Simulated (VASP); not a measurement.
# SrO (Fm-3m) in VASP: single point with HSE06

Aim: the single point of SrO with HSE06.

Everything below comes from runs of VASP 6.6.1. Logs are shortened: lines on timing, memory, paths and dates and some standing lists are left out, and cuts for length are marked.

### Step 1. The crystal as given

The structure is cubic, space group Fm-3m (No. 225). The conventional cell has a = 5.132 Å, b = 5.132 Å, c = 5.132 Å, α = 90.00°, β = 90.00°, γ = 90.00°. Sr (site symmetry m-3m) is surrounded by 6 O at 2.57 Å. O (site symmetry m-3m) has 6 Sr at 2.57 Å as nearest neighbours.

### Step 2. Single point, HSE06

Input file POSCAR:

```
SrO
1.0
    0.0000000000      2.5661400000      2.5661400000
    2.5661400000      0.0000000000      2.5661400000
    2.5661400000      2.5661400000      0.0000000000
Sr O
1 1
Direct
    0.0000000000      0.0000000000      0.0000000000
    0.5000000000      0.5000000000      0.5000000000
```

Input file INCAR.step1:

```
SYSTEM = SrO
  PREC = Accurate
  ENCUT = 520
  EDIFF = 1E-5
  ISMEAR = 0
  SIGMA = 0.02
  LREAL = .FALSE.
  LASPH = .TRUE.
  NELM = 80
  ALGO = Normal
  ISIF = 2
  LWAVE = .TRUE.
  LCHARG = .FALSE.
  GGA = PE
```

Input file INCAR.step2:

```
SYSTEM = SrO
  PREC = Accurate
  ENCUT = 520
  EDIFF = 1E-6
  ISMEAR = 0
  SIGMA = 0.02
  LREAL = .FALSE.
  LASPH = .TRUE.
  NELM = 80
  ALGO = Normal
  ISIF = 2
  LWAVE = .FALSE.
  LCHARG = .FALSE.
  GGA = PE
  LHFCALC = .TRUE.
  HFSCREEN = 0.2
  PRECFOCK = Fast
  ISTART = 1
```

Input file KPOINTS:

```
Automatic mesh
0
G
  6 6 6
  0 0 0
```

Potentials or basis: VASP PAW PBE potentials, release 64 (Sr_sv, O).

Launch:

```sh
cat potpaw_PBE.64/Sr_sv/POTCAR potpaw_PBE.64/O/POTCAR > POTCAR
cp INCAR.step1 INCAR
mpirun -np 1 vasp_std > vasp.out
cp INCAR.step2 INCAR
mpirun -np 1 vasp_std > vasp.out
```

OUTCAR:

```text
SYSTEM = SrO
   PREC = Accurate
   ENCUT = 520
   EDIFF = 1E-6
   ISMEAR = 0
   LREAL = .FALSE.
   LASPH = .TRUE.
   NELM = 80
   ISIF = 2
   GGA = PE
   LHFCALC = .TRUE.
   HFSCREEN = 0.2
   PRECFOCK = Fast
   ISTART = 1

 ion  position               nearest neighbor table
   1  0.000  0.000  0.000-   2 2.57   2 2.57   2 2.57   2 2.57   2 2.57   2 2.57
   2  0.500  0.500  0.500-   1 2.57   1 2.57   1 2.57   1 2.57   1 2.57   1 2.57

  LATTYP: Found a face centered cubic cell.
 ALAT       =     5.1322800000

  Lattice vectors:

 A1 = (   0.0000000000,   2.5661400000,   2.5661400000)
 A2 = (   2.5661400000,   0.0000000000,   2.5661400000)
 A3 = (   2.5661400000,   2.5661400000,   0.0000000000)

Analysis of symmetry for initial positions (statically):
=====================================================================
 Subroutine PRICEL returns:
 Original cell was already a primitive cell.

 Routine SETGRP: Setting up the symmetry group for a
 face centered cubic supercell.

 Subroutine GETGRP returns: Found 48 space group operations
 (whereof 48 operations were pure point group operations)
 out of a pool of 48 trial point group operations.

The static configuration has the point symmetry O_h .

Analysis of symmetry for dynamics (positions and initial velocities):
=====================================================================
 Subroutine PRICEL returns:
 Original cell was already a primitive cell.

 Routine SETGRP: Setting up the symmetry group for a
 face centered cubic supercell.

 Subroutine GETGRP returns: Found 48 space group operations
 (whereof 48 operations were pure point group operations)
 out of a pool of 48 trial point group operations.

The dynamic configuration has the point symmetry O_h .

 Subroutine INISYM returns: Found 48 space group operations
 (whereof 48 operations are pure point group operations),
 and found     1 'primitive' translations

----------------------------------------------------------------------------------------

                                     Primitive cell

  volume of cell :      33.7964

  direct lattice vectors                    reciprocal lattice vectors
     0.000000000  2.566140000  2.566140000    -0.194845176  0.194845176  0.194845176
     2.566140000  0.000000000  2.566140000     0.194845176 -0.194845176  0.194845176
     2.566140000  2.566140000  0.000000000     0.194845176  0.194845176 -0.194845176

  length of vectors
     3.629069991  3.629069991  3.629069991     0.337481744  0.337481744  0.337481744

  position of ions in fractional coordinates (direct lattice)
     0.000000000  0.000000000  0.000000000
     0.500000000  0.500000000  0.500000000

  ion indices of the primitive-cell ions
   primitive index   ion index
                 1           1
                 2           2

----------------------------------------------------------------------------------------

 KPOINTS: Automatic mesh

Automatic generation of k-mesh.
 Grid dimensions read from file:
 generate k-points for:    6    6    6

 Generating k-lattice:

  Cartesian coordinates                     Fractional coordinates (reciprocal lattice)
    -0.032474196  0.032474196  0.032474196     0.166666667  0.000000000  0.000000000
     0.032474196 -0.032474196  0.032474196     0.000000000  0.166666667  0.000000000
     0.032474196  0.032474196 -0.032474196     0.000000000  0.000000000  0.166666667

  Length of vectors
     0.056246957  0.056246957  0.056246957

  Shift w.r.t. Gamma in fractional coordinates (k-lattice)
     0.000000000  0.000000000  0.000000000

 Subroutine IBZKPT returns following result:
 ===========================================

 Found     16 irreducible k-points:

 Following reciprocal coordinates:
            Coordinates               Weight
  0.000000  0.000000  0.000000      1.000000
  0.166667  0.000000  0.000000      8.000000
  0.333333  0.000000  0.000000      8.000000
  0.500000  0.000000  0.000000      4.000000
  0.166667  0.166667  0.000000      6.000000
  0.333333  0.166667  0.000000     24.000000
[... 8 lines left out ...]
 -0.333333  0.333333  0.166667     24.000000
 -0.333333  0.500000  0.166667     12.000000
   k-points           NKPTS =     16   k-points in BZ     NKDIM =    216   number of bands    NBANDS=     12
   number of dos      NEDOS =    301   number of ions     NIONS =      2
   total plane-waves  NPLWV =  21952
   dimension x,y,z NGX =    28 NGY =   28 NGZ =   28
   dimension x,y,z NGXF=    56 NGYF=   56 NGZF=   56
   ions per type =               1   1
   NGX,Y,Z   is equivalent  to a cutoff of  12.83, 12.83, 12.83 a.u.
   NGXF,Y,Z  is equivalent  to a cutoff of  25.65, 25.65, 25.65 a.u.
 SYSTEM =  SrO
   PREC   = accura    normal or accurate (medium, high low for compatibility)
   ISTART =      1    job   : 0-new  1-cont  2-samecut
   ICHARG =      0    charge: 1-file 2-atom 10-const
   ISPIN  =      1    spin polarized calculation?
   LNONCOLLINEAR =      F non collinear calculations
   LSORBIT =      F    spin-orbit coupling
   LASPH  =      T    aspherical Exc in radial PAW
   ENCUT  =  520.0 eV  38.22 Ry    6.18 a.u.   6.75  6.75  6.75*2*pi/ulx,y,z
   NELM   =     80;   NELMIN=  2; NELMDL=  0     # of ELM steps
   EDIFF  = 0.1E-05   stopping-criterion for ELM
   LREAL  =      F    real-space projection
   EDIFFG = 0.1E-04   stopping-criterion for IOM
   NSW    =      0    number of steps for IOM
   IBRION =     -1    ionic relax: 0-MD 1-quasi-New 2-CG
   NFREE  =      0    steps in history (QN), initial steepest desc. (CG)
   ISIF   =      2    stress and relaxation
   ISYM   =      3    0-nonsym 1-usesym 2-fastsym
   POTIM  = 0.5000    time-step for ionic-motion
   TEBEG  =    0.0;   TEEND  =   0.0 temperature during run
   PSTRESS=    0.0 pullay stress
   NELECT =      16.0000    total number of electrons
   NUPDOWN=      -1.0000    fix difference up-down
   EMIN   =  10.00;   EMAX   =-10.00  energy-range for DOS
   EFERMI =   0.00;   METHOD = LEGACY
   ISMEAR =     0;   SIGMA  =   0.02  broadening in eV -4-tet -1-fermi 0-gaus
   EFERMI_NEDOS =   21; number of points for ismear=-14 and -15
   IALGO  =     38    algorithm
   IMIX   =      1    mixing-type and parameters
     AMIX     =   0.40;   BMIX     =  1.00
     AMIX_MAG =   1.60;   BMIX_MAG =  1.00
  volume/ion in A,a.u.               =      16.90       114.03
  Fermi-wavevector in a.u.,A,eV,Ry     =   1.275923  2.411145 22.150007  1.627980
  Thomas-Fermi vector in A             =   2.408608
   LORBIT       =      0    0 simple, 1 ext, 2 COOP (PROOUT), +10 PAW based schemes
   GGA     = PE    functional components
   LHFCALC =     T    Hartree Fock is set to
   PRECFOCK=fast      Normal, Fast or Accurate (Low or Medium for compatibility)
   ENCUT4O =  -1.0   cutoff for four orbital integrals eV
   NKREDX  =     1    reduce k-point grid by
   NKREDY  =     1    reduce k-point grid by
   NKREDZ  =     1    reduce k-point grid by
   AEXX    =    0.2500 exact exchange contribution
   HFSCREEN=    0.2000 screening length (either q_TF or 0.3 A-1)
   HFSCREENC=   0.2000 screening length for correlation (either q_TF or 0.3 A-1)
   ENCUTFOCK=  -1.0 apply spherical cutoff to Coloumb kernel
   IVDW    =     0    specifies the selected vdW correction
   LEPSILON=     F    determine dielectric tensor
   LRPA    =     F    only Hartree local field effects (RPA)
 non-spin polarized calculation
 Gauss-broadening in eV      SIGMA  =   0.02
  energy-cutoff  :      520.00
  volume of cell :       33.80
 maximum number of plane-waves:       941
  NGX = 16; NGY = 16; NGZ = 16

 number of electron      15.9999996 magnetization

 Free energy of the ion-electron system (eV)
  ---------------------------------------------------
  ext. energy  EPLUGINS =         0.00000000
  ---------------------------------------------------
  free energy    TOTEN  =       -14.20066052 eV

  energy without entropy =      -14.20066052  energy(sigma->0) =      -14.20066052

 E-fermi :   0.7861     XC(G=0):  -8.2728

 val. band max:        0.6082615689   @ k =   0.0000   0.0000   0.0000
 cond. band min:       5.3714476989   @ k =   0.5000   0.5000   0.0000
 fundamental gap:      4.7631861301
 Fermi energy:         0.7861195816

 k-point     1 :       0.0000    0.0000    0.0000
  band No.  band energies     occupation
      1     -33.7006      2.00000
      2     -15.9644      2.00000
      3     -14.0422      2.00000
      4     -14.0422      2.00000
      5     -14.0422      2.00000
      6       0.6082      2.00000
      7       0.6082      2.00000
      8       0.6083      2.00000
      9       6.1425      0.00000
     10       8.5208      0.00000
     11       8.5208      0.00000
     12       8.5209      0.00000

 k-point     2 :       0.1667    0.0000    0.0000
  band No.  band energies     occupation
      1     -33.6630      2.00000
      2     -16.3975      2.00000
      3     -14.0618      2.00000
      4     -14.0618      2.00000
      5     -13.6919      2.00000
      6      -0.1187      2.00000
      7       0.2638      2.00000
      8       0.2638      2.00000
      9       7.3217      0.00000
     10       8.2879      0.00000
     11       9.0895      0.00000
     12       9.0895      0.00000

 k-point     3 :       0.3333    0.0000    0.0000
  band No.  band energies     occupation
      1     -33.5866      2.00000
      2     -17.0355      2.00000
      3     -14.1004      2.00000
      4     -14.1004      2.00000
      5     -13.2210      2.00000
      6      -1.2147      2.00000
      7      -0.3369      2.00000
      8      -0.3369      2.00000
      9       8.4884      0.00000
     10       9.5394      0.00000
     11      10.4840      0.00000
     12      10.4840      0.00000
[... 166 lines left out ...]
 k-point    15 :      -0.3333    0.3333    0.1667
  band No.  band energies     occupation
      1     -33.5137      2.00000
      2     -16.7675      2.00000
      3     -14.6158      2.00000
      4     -14.4796      2.00000
      5     -13.5237      2.00000
      6      -0.8027      2.00000
      7      -0.1059      2.00000
      8      -0.0355      2.00000
      9       8.4995      0.00000
     10       8.6140      0.00000
     11      11.4856      0.00000
     12      12.6917      0.00000

 k-point    16 :      -0.3333    0.5000    0.1667
  band No.  band energies     occupation
      1     -33.5028      2.00000
      2     -16.3876      2.00000
      3     -14.9274      2.00000
      4     -14.6064      2.00000
      5     -13.7840      2.00000
      6      -0.3404      2.00000
      7       0.1162      2.00000
      8       0.2643      2.00000
      9       6.8210      0.00000
     10       9.9571      0.00000
     11      10.9391      0.00000
     12      13.6550      0.00000

------------------------ aborting loop because EDIFF is reached ----------------------------------------

  FORCE on cell =-STRESS in cart. coord.  units (eV):
  Direction    XX          YY          ZZ          XY          YZ          ZX
  --------------------------------------------------------------------------------------
  -------------------------------------------------------------------------------------
  Total        0.3675678      0.3675678      0.3675678      0.0000000      0.0000000     -0.0000000
  in kB       17.4251675     17.4251675     17.4251675      0.0000000      0.0000000     -0.0000000
  external PRESSURE =      17.4251675 kB  Pullay stress =       0.0000000 kB

 VOLUME and BASIS-vectors are now :
 -----------------------------------------------------------------------------
  energy-cutoff  :      520.00
  volume of cell :       33.80
      direct lattice vectors                 reciprocal lattice vectors
     0.000000000  2.566140000  2.566140000    -0.194845176  0.194845176  0.194845176
     2.566140000  0.000000000  2.566140000     0.194845176 -0.194845176  0.194845176
     2.566140000  2.566140000  0.000000000     0.194845176  0.194845176 -0.194845176

 POSITION                                       TOTAL-FORCE (eV/Angst)
 -----------------------------------------------------------------------------------
      0.00000      0.00000      0.00000         0.000000      0.000000     -0.000000
      2.56614      2.56614      2.56614        -0.000000     -0.000000      0.000000
 -----------------------------------------------------------------------------------
    total drift:                                0.000000      0.000000      0.000000

  FREE ENERGIE OF THE ION-ELECTRON SYSTEM (eV)
  ---------------------------------------------------
  free  energy   TOTEN  =       -14.2006605198 eV

  energy  without entropy=      -14.2006605198  energy(sigma->0) =      -14.20066052
```

It took 9.7 min on 1 thread of Intel Xeon Platinum 8259CL at 2.50GHz (Skylake/Cascade Lake), shared host; peak memory 0.27 GiB.

What came out:

```
Free energy            : -14.2007 eV
Pressure               : 1.7 GPa
Band gap on the k mesh : 4.76 eV, indirect (least direct gap 4.86 eV)
```

Levels at points of the mesh, in eV from the valence-band top:
```
           k point  band 5  band 6  band 7  band 8  band 9  band 10  band 11  band 12
(0.00, 0.00, 0.00)  -14.65    0.00    0.00    0.00    5.53     7.91     7.91     7.91
(0.50, 0.00, 0.00)  -13.65   -2.28   -1.21   -1.21    8.30    10.06    10.77    10.77
(0.50, 0.50, 0.00)  -15.05   -0.47   -0.10   -0.10    4.76     9.63    12.11    12.24
```

Caveat: the PAW data sets were made with another functional, which shifts forces and pressure a little.
